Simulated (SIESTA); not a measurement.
## CoO under changes of volume

One of the cells (9.584 Å³/atom); the others are scaled copies at fixed shape and fractional positions:

```
Co O
1.0
    -1.50800    1.50800    2.10725
     1.50800   -1.50800    2.10725
     1.50800    1.50800   -2.10725
Co O
1 1
Direct
  0.00000 0.00000 0.00000
  0.50000 0.50000 0.00000
```

```yaml
Program: SIESTA 5.4.2
Functional: PBEsol
Potentials_or_basis: PseudoDojo 0.4 standard (PBEsol files)
Basis: DZP (energy shift 0.003 Ry; two zetas on semicore shells)
Grid_cutoff: 800 Ry
Energy_shift: 0.003 Ry
k_mesh: 9 × 9 × 9
Occupations: fermi-dirac, width 0.05 eV
Spin: collinear spin, ferromagnetic start
Starting_moments: "[2.0, 0.0] μB"
```

```csv
volume (Å³/atom),energy over the lowest point (meV/atom),pressure (GPa),moment (μB per cell)
9.009,0.00,2.3,2.77
9.201,0.22,-1.8,2.84
9.392,4.56,-5.0,2.91
9.584,12.35,-8.2,2.96
9.776,24.22,-11.6,2.98
9.967,39.82,-14.3,2.99
10.159,?,?,?
```

What does the run at 10.159 Å³/atom give?

Energy over the lowest point 58.61 meV/atom; pressure -16.8 GPa; moment 3.00 μB per cell.

Worked out: A Birch-Murnaghan fit of order 3 (a polynomial in V^(-2/3)) to the other rows has its minimum at 9.09 Å³/atom with B0 = V·E''(V) = 148 GPa (rough, since the energies scatter) at fixed shape and positions, which overstates the stiffness. It gives 59.23 meV/atom at 10.159 Å³/atom, against the run's 58.61, and -dE/dV = -17.8 GPa, against -16.8. A parabola through the other rows of the moment, of slope -0.0921 μB per Å³/atom there, extrapolates to 2.98 μB, against the run's 3.00.

Energies are extrapolated to zero smearing.

Caveats: short orbitals over semicore shells can move pressures by several GPa; the basis of atomic orbitals isn't converged, which shifts pressures, moduli and gaps; a cell with one magnetic atom can't hold antiferromagnetic order, which such compounds often take.
